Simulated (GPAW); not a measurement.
Mg:

```
Mg
1.0
     3.20930    0.00000    0.00000
    -1.60465    2.77934    0.00000
     0.00000    0.00000    5.21030
Mg
2
Direct
  0.66667 0.33333 0.75000
  0.33333 0.66667 0.25000
```

| Item | Value |
| --- | --- |
| Program | GPAW 26.7.0 |
| Task | relaxation of cell and atoms |
| Functional | PBE |
| Potentials or basis | GPAW PAW data sets (gpaw-data 1.2.1) |
| Cutoff | 800 eV |
| Basis | pw |
| k mesh | 7 × 7 × 4 |
| Occupations | fermi-dirac, width 0.05 eV |
| Spin | no spin polarisation |

At the start: pressure -0.3 GPa; volume 23.24 Å³/atom.

Problem. How do energy, volume and symmetry change on relaxing?

Solution. Over 8 steps the energy falls by 6.6 meV/atom and the volume is 23.08 Å³/atom (-0.7 %); space group P6_3/mmc (No. 194, to 0.05 Å).

The path:
```tsv
step	energy change (eV)	largest force (eV/Å)	pressure (GPa)	volume (Å³)
1	0.0000	0.0000	-0.32	46.47
2	-0.0017	0.0000	-0.29	46.43
3	-0.0117	0.0000	0.24	45.81
4	-0.0127	0.0000	0.36	45.71
5	-0.0128	0.0000	0.29	45.78
6	-0.0129	0.0000	0.19	45.90
7	-0.0132	0.0000	0.02	46.12
8	-0.0132	0.0000	-0.01	46.16
```

Final structure:
```yaml
crystal:
  lattice:
    - [3.14741, 0.00000, 0.00000]
    - [-1.57370, 2.72573, 0.00000]
    - [0.00000, 0.00000, 5.38016]
  atoms:
    - { symbol: Mg, position: [0.66667, 0.33333, 0.75000] }
    - { symbol: Mg, position: [0.33333, 0.66667, 0.25000] }
```

Caveat: later steps reuse the first step's grids.
